**Q:** Boron phosphide has only two atoms in its primitive cell. Why do I find six vibrations at each wave vector, and why are three of them zero at the first?

**A:** Each atom can move in three directions, so two atoms give six modes. In the table, phonon q row 1 is Γ, where every cell moves alike. Phonon q rows 2 and 3 are the zone-boundary points L and X, where alternate atomic layers of the same element, stacked along [111] and [001] respectively, move oppositely. The three zeros at Γ are shifts of the whole crystal, which stretch no bond; the calculation sets them to exactly zero.

Harmonic phonons of BP (F-43m, primitive-cell edge 3.209 Å) from ABINIT 10.8.3, using PBEsol, PseudoDojo v0.4.1 standard scalar-relativistic norm-conserving pseudopotentials, a 925 eV cutoff and a 4×4×4 k mesh with four shifts. In reciprocal-lattice coordinates, q rows 1–3 are (0, 0, 0), (½, 0, 0) and (½, ½, 0). The acoustic sum rule is imposed; LO–TO splitting is left out at Γ.

| row | phonon q row (row) | phonon frequency (cm⁻¹) |
| --- | --- | --- |
| 1 | 1 | 0.0 |
| 2 | 1 | 0.0 |
| 3 | 1 | 0.0 |
| 4 | 1 | 801.2 |
| 5 | 1 | 801.2 |
| 6 | 1 | 801.2 |
| 7 | 2 | 219.8 |
| 8 | 2 | 219.8 |
| 9 | 2 | 504.8 |
| 10 | 2 | 754.3 |
| 11 | 2 | 762.0 |
| 12 | 2 | 762.0 |
| 13 | 3 | 307.4 |
| 14 | 3 | 307.4 |
| 15 | 3 | 523.8 |
| 16 | 3 | 707.6 |
| 17 | 3 | 707.6 |
| 18 | 3 | 783.5 |

**Q:** Is the triplet at 801 cm⁻¹ the line I should see in a Raman spectrum?

**A:** Nearly. It is the transverse optic mode, which is Raman-active in this structure and in which the boron lattice moves against the phosphorus lattice. When the atoms move, they act as if they carried small charges, and the electric field of a longitudinal wave, left out of the triplet, would lift one mode to about 806 cm⁻¹. That value follows from the dielectric constants of the same calculation. The cell is also under a tension of 2 GPa, and letting it contract would probably raise the optic lines, roughly by 10 cm⁻¹.

**Q:** At L and X the modes split into singlets and doublets. Why is the upper singlet 8 cm⁻¹ below the upper doublet at L, but 76 cm⁻¹ above it at X?

**A:** The singlets are longitudinal waves and the doublets transverse ones. Start from a limiting case in which the B–P bonds are springs that resist stretching only. A transverse acoustic wave at L or X can then proceed by tilting bonds, at no cost, while a longitudinal one must change bond lengths.

Now let only unlike atoms act on each other. The force constant f that pulls a displaced atom back is then the same for B and P, since each bond pulls equally on both ends. For an acoustic mode and its optic partner of the same polarisation, the squared frequencies add up to f/m(B) + f/m(P), where m is the atomic mass. This sum is the same at every wave vector, and at Γ the optic mode has all of it. In the spring limit the upper doublet also keeps all of it, whereas the upper singlet must share with its acoustic partner. The singlet should therefore lie below the doublet at both L and X.

**Q:** So the limit gets X wrong. By how much?

**A:** X is easy to work out, because a longitudinal wave there moves only one kind of atom. Each atom of the other kind sits between layers that move oppositely, and their pushes cancel. The squared frequencies are then f/m(B) and f/m(P). With masses of about 11 and 31, the Γ triplet gives

- boron moving: 801 × √(31/42) ≈ 690 cm⁻¹
- phosphorus moving: 801 × √(11/42) ≈ 410 cm⁻¹

The computed singlets, which did not enter this estimate, are 783.5 and 523.8 cm⁻¹. The estimates are about 12% and 22% too low.

**Q:** Are you sure that boron moves in the upper one?

**A:** It is an inference from the masses, but a strong one. With boron in the upper mode, the phosphorus lattice has to be 1.3 times as stiff as the boron lattice in this pattern of motion. With the roles exchanged it would have to be 6.4 times as stiff, which is hard to believe for two lattices held by the same bonds.

**Q:** What stiffens both lattices?

**A:** Forces between like atoms. Forces between unlike atoms can shift weight from one partner to the other, but they cannot change the sum of the squares. Yet the longitudinal sum lies 28% above the Γ value at L and 38% above it at X, while the transverse sums lie 2% and 7% below. The output after this text compares all four pairs with the unlike-atom model.

The pattern points to bonds that share an atom. When phosphorus atoms move in a longitudinal wave at L or X, the four bonds around a boron atom change their total length. In the transverse waves and at Γ, the four changes cancel. The same holds with the elements exchanged.

Suppose now that stretching one bond makes the others at the same atom tend to shorten. This couples like atoms through the neighbour they share. It lifts only the longitudinal sums above the Γ value, and at L by three quarters as much as at X. The 28% and 38% are close to that ratio. Springs on the bond angles would also couple like atoms, but they would mainly lower the transverse sums. The frequencies show that like atoms are coupled; that bond stretches do most of it is my inference from this pattern.

**Q:** Then why does the singlet still lie below the doublet at L?

**A:** Because there the acoustic partner uses up the gain. The longitudinal acoustic mode at L, which has to change bond lengths, reaches 505 cm⁻¹, while the transverse one, which mostly tilts bonds, stays at 220 cm⁻¹. In squared frequencies, this difference takes slightly more than the whole surplus of the longitudinal sum over the transverse one, and the upper singlet ends just below the doublet.

At X the surplus is larger and the acoustic modes take only about three fifths of it. The transverse acoustic mode is stiffer here, at 307 cm⁻¹, and the transverse sum is smaller than at L, so less is left for the optic partner. The upper doublet drops to 708 cm⁻¹, and the boron singlet stands clear above it.

The analysis program printed:

```
modes listed at each wave vector: 6
upper singlet less upper doublet at L (1/cm): -7.7
upper singlet less upper doublet at X (1/cm): 75.9
L longitudinal pair, sum of squares over squared Gamma optic frequency: 1.283
L transverse pair, sum of squares over squared Gamma optic frequency: 0.9798
X longitudinal pair, sum of squares over squared Gamma optic frequency: 1.384
X transverse pair, sum of squares over squared Gamma optic frequency: 0.9272
L longitudinal surplus of the pair sum over the transverse one (same unit): 0.3035
L part of that surplus taken by the acoustic modes (same unit): 0.3217
X longitudinal surplus of the pair sum over the transverse one (same unit): 0.4565
X part of that surplus taken by the acoustic modes (same unit): 0.2802
X upper singlet over lower singlet, frequency ratio: 1.496
square root of the mass ratio P to B: 1.694
stiffness of P over B sublattice at X if B moves in the upper singlet: 1.283
stiffness of P over B sublattice at X if P moves in the upper singlet: 6.422
estimated LO frequency at Gamma (1/cm): 805.9
estimated LO-TO splitting at Gamma (1/cm): 4.7
squared LO over squared TO frequency at Gamma: 1.012
gap between highest acoustic and lowest optic mode listed (1/cm): 183.8
```
